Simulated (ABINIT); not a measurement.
Os:

```
Os
1.0
     2.73410    0.00000    0.00000
    -1.36705    2.36780    0.00000
     0.00000    0.00000    4.31970
Os
2
Direct
  0.66667 0.33333 0.75000
  0.33333 0.66667 0.25000
```

| Property | Result |
| --- | --- |
| Program | ABINIT 10.8.3 (patched build) |
| Task | relaxation of cell and atoms |
| Functional | LDA |
| Potentials or basis | JTH PAW LDA v2.0 |
| Cutoff | 272 eV |
| k mesh | 8 × 8 × 4 |
| Occupations | fermi-dirac, width 0.05 eV |
| Spin | no spin polarisation |

At the start: pressure -9.1 GPa; volume 13.98 Å³/atom.

Q: Where does the relaxation end?

A: Over 5 steps the energy falls by 8.4 meV/atom and the volume is 13.69 Å³/atom (-2.1 %); space group P6_3/mmc (No. 194, to 0.05 Å).

Step by step:
| step | energy change (eV) | largest force (eV/Å) | pressure (GPa) | volume (Å³) |
| --- | --- | --- | --- | --- |
| 1 | 0.0000 | 0.0000 | -9.07 | 27.96 |
| 2 | -0.0150 | 0.0000 | 3.22 | 27.20 |
| 3 | -0.0169 | 0.0000 | -0.10 | 27.39 |
| 4 | -0.0169 | 0.0000 | 0.00 | 27.39 |
| 5 | -0.0169 | 0.0000 | 0.00 | 27.39 |

Final structure:
```
CELL_PARAMETERS angstrom
2.71653 0.00000 0.00000
-1.35827 2.35259 0.00000
0.00000 0.00000 4.28513
ATOMIC_POSITIONS crystal
Os 0.66667 0.33333 0.75000
Os 0.33333 0.66667 0.25000
```

Caveat: the k mesh is coarse (spacing up to 0.36 Å⁻¹), so the values aren't converged; the atomic spheres overlap.
